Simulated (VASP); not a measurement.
The system is Cu2O (Cuprite).

```xyz
6
Lattice="4.2600 0.0000 0.0000 0.0000 4.2600 0.0000 0.0000 0.0000 4.2600" Properties=species:S:1:pos:R:3 pbc="T T T"
Cu    3.1950    1.0650    3.1950
Cu    3.1950    3.1950    1.0650
Cu    1.0650    3.1950    3.1950
Cu    1.0650    1.0650    1.0650
O     2.1300    2.1300    2.1300
O     0.0000    0.0000    0.0000
```

Base run:

```yaml
Program: VASP 6.6.1
Functional: PW91
Potentials_or_basis: VASP PAW PBE potentials, release 64 (Cu, O)
Cutoff: 520 eV
k_mesh: 6 × 6 × 6
Occupations: fermi-dirac, width 0.05 eV
Spin: no spin polarisation
```

Its results: band gap on the k mesh 0.56 eV, direct.

Task: The run is repeated on the same cell with these changes: functional from PW91 to BLYP; further incar settings from ALGO = Normal; EDIFF = 1e-07 to ALGO = Fast; EDIFF = 1e-07. What comes out?

Result: Band gap on the k mesh 0.67 eV, direct.
